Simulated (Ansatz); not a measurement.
AlP at 30 GPa: from Born charge to LO–TO splitting and polaron coupling

All numbers below come from DFT PBE, scalar-relativistic, plane waves, PAW (Ansatz). Settings: 420 eV plane-wave cutoff, Γ-centred 10×10×10 mesh, fixed occupations. No spin polarisation. Phonons by linear response, acoustic sum rule imposed.

The cell, relaxed at 30 GPa:
```yaml
crystal:
  lattice:
    - [0.00000, 2.55213, 2.55213]
    - [2.55213, 0.00000, 2.55213]
    - [2.55213, 2.55213, 0.00000]
  atoms:
    - { symbol: Al, position: [0.00000, 0.00000, 0.00000] }
    - { symbol: P, position: [0.75000, 0.75000, 0.75000] }
```

Other phases may be more stable at this pressure.

Linear response gives ν_TO = 557.5 cm⁻¹, Born charges ±2.117 e (positive on Al) and ε∞ = 8.186. The primitive cell holds 33.246 Å³, and the masses are 26.982 and 30.974 amu.

Question: Find ν_LO and the static dielectric constant.

Answer: The long-wave field adds a restoring force: ω_LO² − ω_TO² = Z*²e²/(ε_vac ε∞ μV). In these units ν_LO² − ν_TO² = 4.92064×10⁷ Z*²/(μ V ε∞) cm⁻², with μ = m₁m₂/(m₁ + m₂) = 14.420 amu: 56213 cm⁻². So ν_LO = √(557.5² + 56213) = 605.8 cm⁻¹, and the run gives 605.8. Lyddane–Sachs–Teller then gives ε0 = ε∞ (ν_LO/ν_TO)² = 9.67, against 9.67 in the run (it forms both from the same three quantities, so the match checks the arithmetic only). Between ν_TO and ν_LO the dielectric function is negative and an undamped crystal reflects fully: a reststrahlen band from 16.5 to 17.9 μm.

Question: What do the Clausius–Mossotti polarisability and the Szigeti charge come to?

Answer: With the Lorentz local field, α = (3V/4π)(ε∞ − 1)/(ε∞ + 2) = 5.60 Å³ for the pair, and e_S = 3Z*/(ε∞ + 2) = 0.62 e. The Born charge includes the electrons' response to the dipole's own local field, and e_S takes that enhancement out. The Lorentz field assumes point-like polarisable ions, a poor picture once ε∞ is this large, since the electron clouds then overlap or are shared, so both numbers are formal here.

Question: How strongly does a slow electron couple to the LO mode?

Answer: For one isotropic parabolic band, Fröhlich's constant is α_F = (1/ε∞ − 1/ε0) √(m* Ry/ħω_LO), with Ry = 13.606 eV, ħω_LO = 75.1 meV and m* in free-electron masses: α_F = 0.0187 × 13.46 × √m* = 0.25 √m*. The band mass isn't part of this run; for m* = 0.1, 0.3 and 1 it gives 0.08, 0.14, 0.25. In weak coupling the polaron lies α_F ħω_LO below the band edge (10 meV at m* = 0.3) with a mass m*(1 + α_F/6); past α_F of about 5 or 6 that expansion fails. A semilocal functional's ε∞ tends to be too large, which taken alone lowers α_F.

Cost: 1 run of about 1.3 core-minutes, on Intel Xeon Processor @ 2.50GHz (Skylake/Cascade Lake) (shared hosts).

Compressed AlP comes out as a weakly polar, largely covalent semiconductor. Its Born charge of 2.117 e is not a static ionic charge: it also counts the electron density that shifts along the sp³ bonds as the sublattices move against each other. The field set up by this motion is strongly screened by the valence electrons, while the stiff bonds between two light atoms keep the transverse frequency high and the ionic displacement in a static field small. The lattice therefore adds little to the dielectric constant, which rises only from 8.186 to 9.67. The same small difference limits the Fröhlich coupling, which stays weak for all three trial masses and suggests large, mobile polarons rather than self-trapping by the polar mode. In zinc-blende AlP, however, electrons normally occupy anisotropic valleys near X and holes a degenerate band top, so a single mass gives only a scale for the coupling, and deformation-potential and intervalley scattering may matter as much for mobility.
